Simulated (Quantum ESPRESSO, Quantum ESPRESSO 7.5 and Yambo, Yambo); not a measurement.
## Quasiparticle gap of AlN (P6_3mc) in Yambo

Aim: the G0W0 gap of AlN (P6_3mc) on PBE, step by step.

Calculated with Quantum ESPRESSO 7.5 and Yambo 5.3.0; PBE and many-body steps on it, plane waves.

This is a report of a sequence of runs, with most program output left out.

The database entry behind the starting cell differs from later determinations by our own check (inner coordinate u about 0.002 short), so it need not match the best structure at ambient conditions.

**1. Starting point**

It takes space group P6_3mc (No. 186, hexagonal). Conventional cell: a = 3.113 Å, b = 3.113 Å, c = 4.981 Å, α = 90.00°, β = 90.00°, γ = 120.00°. Nearest to Al lie 4 N at 1.89 Å. N has 4 Al at 1.89 Å nearest. Farther neighbours and most contacts between anions are not listed.

The cell and positions come from the Crystallography Open Database and are kept as given unless a step says otherwise.

**2. Ground state**

This step: Quantum ESPRESSO 7.5; DFT, PBE, plane waves, norm-conserving pseudopotentials.

The ground-state density comes first.

pw.in

```
&control
  calculation = 'scf'
  prefix = 'x'
  outdir = 'o'
  pseudo_dir = 'pseudo'
/
&system
  ibrav = 0
  nat = 4
  ntyp = 2
  ecutwfc = 72.0
  nbnd = 14
  force_symmorphic = .true.
/
&electrons
  conv_thr = 1e-10
  electron_maxstep = 80
  mixing_beta = 0.5
/
ATOMIC_SPECIES
  Al 26.982 Al.upf
  N 14.007 N.upf
CELL_PARAMETERS angstrom
  3.1130000000 -0.0000000000 0.0000000000
  -1.5565000000 2.6959370820 0.0000000000
  0.0000000000 0.0000000000 4.9810000000
ATOMIC_POSITIONS crystal
  Al 0.3333333333 0.6666666667 0.0000000000
  Al 0.6666666667 0.3333333333 0.5000000000
  N 0.3333333333 0.6666666667 0.3800000000
  N 0.6666666667 0.3333333333 0.8800000000
K_POINTS automatic
  6 6 4 0 0 0
```

Launch:

```
$ OMP_NUM_THREADS=1 mpirun -n 4 pw.x -nk 4 -in pw.in > pw.out
```

It took 4.6 s on 4 MPI ranks of Arm Neoverse V2, shared host; peak memory 0.24 GiB; 18 s of CPU time.

Numbers from this step:

- total energy: -696.2909 eV
- gap: 4.220 eV
- k of the valence top: 0, 0, 0
- k of the conduction bottom: 0, 0, 0
- least direct gap: 4.220 eV

The gap is direct, at Γ.

**3. Bands along the symmetry lines**

Levels along a band path, at the cheap level, show where the edges lie and whether the meshes to come will hold them.

pw.in

```
&control
  calculation = 'bands'
  prefix = 'x'
  outdir = 'o'
  pseudo_dir = 'pseudo'
/
&system
  ibrav = 0
  nat = 4
  ntyp = 2
  ecutwfc = 72.0
  nbnd = 14
  force_symmorphic = .true.
/
&electrons
  conv_thr = 1e-9
  electron_maxstep = 80
  diago_full_acc = .true.
  diago_thr_init = 5e-6
/
ATOMIC_SPECIES
  Al 26.982 Al.upf
  N 14.007 N.upf
CELL_PARAMETERS angstrom
  3.1130000000 -0.0000000000 0.0000000000
  -1.5565000000 2.6959370820 0.0000000000
  0.0000000000 0.0000000000 4.9810000000
ATOMIC_POSITIONS crystal
  Al 0.3333333333 0.6666666667 0.0000000000
  Al 0.6666666667 0.3333333333 0.5000000000
  N 0.3333333333 0.6666666667 0.3800000000
  N 0.6666666667 0.3333333333 0.8800000000
K_POINTS crystal
  75
  0.00000000 0.00000000 0.00000000 1
  0.06250000 0.00000000 0.00000000 1
  0.12500000 0.00000000 0.00000000 1
  0.18750000 0.00000000 0.00000000 1
  0.25000000 0.00000000 0.00000000 1
  0.31250000 0.00000000 0.00000000 1
  0.37500000 0.00000000 0.00000000 1
  0.43750000 0.00000000 0.00000000 1
  0.50000000 0.00000000 0.00000000 1
  0.47916667 0.04166667 0.00000000 1
  0.45833333 0.08333333 0.00000000 1
  0.43750000 0.12500000 0.00000000 1
  0.41666666 0.16666666 0.00000000 1
  0.39583333 0.20833333 0.00000000 1
  0.37500000 0.25000000 0.00000000 1
  0.35416666 0.29166666 0.00000000 1
  0.33333333 0.33333333 0.00000000 1
  0.29166666 0.29166666 0.00000000 1
  0.25000000 0.25000000 0.00000000 1
  0.20833333 0.20833333 0.00000000 1
  0.16666666 0.16666666 0.00000000 1
  0.12500000 0.12500000 0.00000000 1
  0.08333333 0.08333333 0.00000000 1
  0.04166667 0.04166667 0.00000000 1
  0.00000000 0.00000000 0.00000000 1
  0.00000000 0.00000000 0.06250000 1
  0.00000000 0.00000000 0.12500000 1
  0.00000000 0.00000000 0.18750000 1
  0.00000000 0.00000000 0.25000000 1
  0.00000000 0.00000000 0.31250000 1
  0.00000000 0.00000000 0.37500000 1
  0.00000000 0.00000000 0.43750000 1
  0.00000000 0.00000000 0.50000000 1
  0.06250000 0.00000000 0.50000000 1
  0.12500000 0.00000000 0.50000000 1
  0.18750000 0.00000000 0.50000000 1
  0.25000000 0.00000000 0.50000000 1
  0.31250000 0.00000000 0.50000000 1
  0.37500000 0.00000000 0.50000000 1
  0.43750000 0.00000000 0.50000000 1
  0.50000000 0.00000000 0.50000000 1
  0.47916667 0.04166667 0.50000000 1
  0.45833333 0.08333333 0.50000000 1
  0.43750000 0.12500000 0.50000000 1
  0.41666666 0.16666666 0.50000000 1
  0.39583333 0.20833333 0.50000000 1
  0.37500000 0.25000000 0.50000000 1
  0.35416666 0.29166666 0.50000000 1
  0.33333333 0.33333333 0.50000000 1
  0.29166666 0.29166666 0.50000000 1
  0.25000000 0.25000000 0.50000000 1
  0.20833333 0.20833333 0.50000000 1
  0.16666666 0.16666666 0.50000000 1
  0.12500000 0.12500000 0.50000000 1
  0.08333333 0.08333333 0.50000000 1
  0.04166667 0.04166667 0.50000000 1
  0.00000000 0.00000000 0.50000000 1
  0.50000000 0.00000000 0.50000000 1
  0.50000000 0.00000000 0.43750000 1
  0.50000000 0.00000000 0.37500000 1
  0.50000000 0.00000000 0.31250000 1
  0.50000000 0.00000000 0.25000000 1
  0.50000000 0.00000000 0.18750000 1
  0.50000000 0.00000000 0.12500000 1
  0.50000000 0.00000000 0.06250000 1
  0.50000000 0.00000000 0.00000000 1
  0.33333333 0.33333333 0.50000000 1
  0.33333333 0.33333333 0.43750000 1
  0.33333333 0.33333333 0.37500000 1
  0.33333333 0.33333333 0.31250000 1
  0.33333333 0.33333333 0.25000000 1
  0.33333333 0.33333333 0.18750000 1
  0.33333333 0.33333333 0.12500000 1
  0.33333333 0.33333333 0.06250000 1
  0.33333333 0.33333333 0.00000000 1
```

Wall time 3.7 s (4 MPI ranks); peak memory 0.2 GiB; 15 s of CPU time.

This step gave:

```yaml
gap: 4.221 eV
k_of_the_valence_top: 0, 0, 0
k_of_the_conduction_bottom: 0, 0, 0
least_direct_gap: 4.221 eV
```

The gap is 4.221 eV, as in the run before at this level.

Electronic bands along the path, in eV, zero at the top of the highest filled band; v1 is the highest filled band, c1 the lowest empty one:

```
    point     v4     v3     v2     v1    c1    c2     c3     c4
        Γ  -0.83  -0.18  -0.18   0.00  4.22  6.68  10.59  11.19
  halfway  -2.43  -1.54  -0.44  -0.38  6.21  7.63   8.10  10.04
        M  -3.33  -2.06  -1.77  -0.66  5.83  5.84   8.21  10.30
  halfway  -3.08  -2.97  -1.86  -1.49  5.54  7.17   8.88  10.08
        K  -3.75  -2.42  -2.37  -2.37  5.07  8.38   9.70   9.70
  halfway  -3.35  -1.67  -0.86  -0.59  6.85  7.48   8.57   9.14
        Γ  -0.83  -0.18  -0.18   0.00  4.22  6.68  10.59  11.19
  halfway  -0.74  -0.74  -0.28  -0.28  5.17  6.79  10.27  11.16
        A  -0.51  -0.51  -0.51  -0.51  6.47  6.47  10.35  10.35
  halfway  -1.58  -1.58  -1.01  -1.01  6.55  6.55   9.52   9.52
        L  -1.44  -1.44  -1.35  -1.35  5.34  5.34   9.32   9.32
  halfway  -2.72  -2.72  -0.92  -0.92  6.19  6.19   9.25   9.25
        H  -3.83  -3.83  -0.78  -0.78  7.44  7.44   7.88   7.88
  halfway  -1.80  -1.80  -1.20  -1.20  6.74  6.74   9.49   9.49
        A  -0.51  -0.51  -0.51  -0.51  6.47  6.47  10.35  10.35
jump to L  -1.44  -1.44  -1.35  -1.35  5.34  5.34   9.32   9.32
  halfway  -2.55  -1.89  -1.19  -0.91  5.09  5.93   9.37   9.47
        M  -3.33  -2.06  -1.77  -0.66  5.83  5.84   8.21  10.30
jump to H  -3.83  -3.83  -0.78  -0.78  7.44  7.44   7.88   7.88
  halfway  -4.41  -2.91  -1.46  -1.46  5.91  8.23   8.70   8.70
        K  -3.75  -2.42  -2.37  -2.37  5.07  8.38   9.70   9.70
```

**4. Empty states on the mesh, 3×3×4 mesh, 182 bands**

The sums over transitions need many empty states on a uniform mesh; this step solves for them.

pw.in

```
&control
  calculation = 'nscf'
  prefix = 'x'
  outdir = 'o'
  pseudo_dir = 'pseudo'
/
&system
  ibrav = 0
  nat = 4
  ntyp = 2
  ecutwfc = 72.0
  nbnd = 182
  force_symmorphic = .true.
/
&electrons
  conv_thr = 1e-9
  electron_maxstep = 80
  diago_full_acc = .true.
  diago_thr_init = 5e-6
/
ATOMIC_SPECIES
  Al 26.982 Al.upf
  N 14.007 N.upf
CELL_PARAMETERS angstrom
  3.1130000000 -0.0000000000 0.0000000000
  -1.5565000000 2.6959370820 0.0000000000
  0.0000000000 0.0000000000 4.9810000000
ATOMIC_POSITIONS crystal
  Al 0.3333333333 0.6666666667 0.0000000000
  Al 0.6666666667 0.3333333333 0.5000000000
  N 0.3333333333 0.6666666667 0.3800000000
  N 0.6666666667 0.3333333333 0.8800000000
K_POINTS automatic
  3 3 4 0 0 0
```

Run time: 12 s. Hardware: 4 MPI ranks; peak memory 0.38 GiB.

Numbers from this step:

```yaml
gap: 4.221 eV
k_of_the_valence_top: 0, 0, 0
k_of_the_conduction_bottom: 0, 0, 0
least_direct_gap: 4.221 eV
k_points_computed: 10
lowest_point_of_the_top_converged_band_above_the_valence_top: 134.4323 eV
```

On this mesh the gap is 4.221 eV.

**5. Conversion and set-up**

This step: Yambo 5.3.0; conversion and set-up on PBE, plane waves, norm-conserving pseudopotentials.

The states are converted to the many-body program's format and the q mesh is built.

Launch:

```
$ (cd o/x.save; p2y > p2y.log; mv SAVE ../..); yambo > setup.log
```

Elapsed: 1.8 s, on 1 MPI rank; peak memory 0.23 GiB.

**6. Screening and self-energy, 3×3×4 mesh, 182 bands, screening to 210.9 eV**

Now the one-shot GW correction: screening in the RPA, then the self-energy of the levels asked for.

This step: G0W0 on PBE, plane waves, norm-conserving pseudopotentials.

gw1.in

```
HF_and_locXC
gw0
dyson
ppa
em1d
rim_cut
RandQpts= 1000000
RandGvec= 1 RL
EXXRLvcs= 72 Ry
VXCRLvcs= 288 Ry
Chimod= "HARTREE"
% BndsRnXp
 1 | 182 |
%
NGsBlkXp= 15.5 Ry
% LongDrXp
 1 | 1 | 1 |
%
% GbndRnge
 1 | 182 |
%
DysSolver= "n"
ExtendOut
PPAPntXp= 27.21138 eV
% QPkrange
 1 | 10 | 3 | 10 |
%
```

Launch:

```
$ OMP_NUM_THREADS=1 mpirun -n 4 yambo -F gw1.in -J gw1 -C gw1 > gw1.log
```

Elapsed: 6.6 min, on 4 MPI ranks; peak memory 1.5 GiB.

Numbers from this step:

* G0W0 gap on the mesh: 5.594 eV
* starting gap on the mesh: 4.221 eV
* k of the valence top: 0, 0, 0
* k of the conduction bottom: 0, 0, 0
* least direct G0W0 gap on the computed points: 5.594 eV
* Z at the valence top: 0.7927
* Z at the conduction bottom: 0.8191

The gap on the mesh goes from 4.22 eV to 5.59 eV, a correction of +1.37 eV.

Limits: finite bands, cutoff and mesh; coarse k mesh. v1 is the top filled band, c1 the lowest empty one. Levels before and after the correction, in eV, zero at the valence-band top of each column:

```
           conduction bottom  valence top
Kohn-Sham               4.22         0.00
     G0W0               5.59         0.00
```

```
             level  energy (eV)
Kohn-Sham     Γ v4       -0.831
Kohn-Sham  Γ v3-v2       -0.180
Kohn-Sham     Γ v1        0.000
Kohn-Sham     Γ c1        4.221
Kohn-Sham     Γ c2        6.676
     G0W0     Γ v4       -1.032
     G0W0  Γ v3-v2       -0.263
     G0W0     Γ v1        0.000
     G0W0     Γ c1        5.594
     G0W0     Γ c2        8.087
```

**7. Where the time went**

Times are wall times on the hardware named with each run, good to a factor of about two.

```
                          step     time  share  memory (GiB)
                  ground state    4.6 s    1 %          0.24
bands along the symmetry lines    3.7 s    1 %           0.2
      empty states on the mesh     12 s    3 %          0.38
         conversion and set-up    1.8 s    0 %          0.23
     screening and self-energy  6.6 min   95 %           1.5
```

**8. Results**

```
PBE gap              : 4.22 eV, direct
G0W0 gap on the mesh : 5.59 eV
GW settings          : 3×3×4 mesh, 182 bands, screening to 210.9 eV, Godby-Needs plasmon pole
known limits         : not at the basis limit; coarse k mesh
```

What this shows: G0W0 moves the gap on the mesh from 4.22 eV to 5.59 eV (+1.37 eV), with Z of 0.79 and 0.82 at the edges. The dearest step here is «screening and self-energy». Bands and cutoff are finite, so the gap is not at the basis limit. The miss can reach some tenths of an eV and take either sign; the mesh is an error of its own. The 3×3×4 mesh is coarse for this cell, which bears on the long-range parts of exchange and screening.

[Paths, hosts, dates, memory and timing lines, banners, echoed tables and standing remarks are left out of the program output.]

[Logs are printed without paths, hosts, clocks, repeated set-up lines and the standing remarks that a program may print on its own settings, such as how far it seeks lower states.]

[Runs of the session that timed out or met a known fault of the program may be left out.]

[Hosts, paths, dates, database ids (printed as entryN), source tags and the programs' standing remarks are cut or masked in the printed files.]
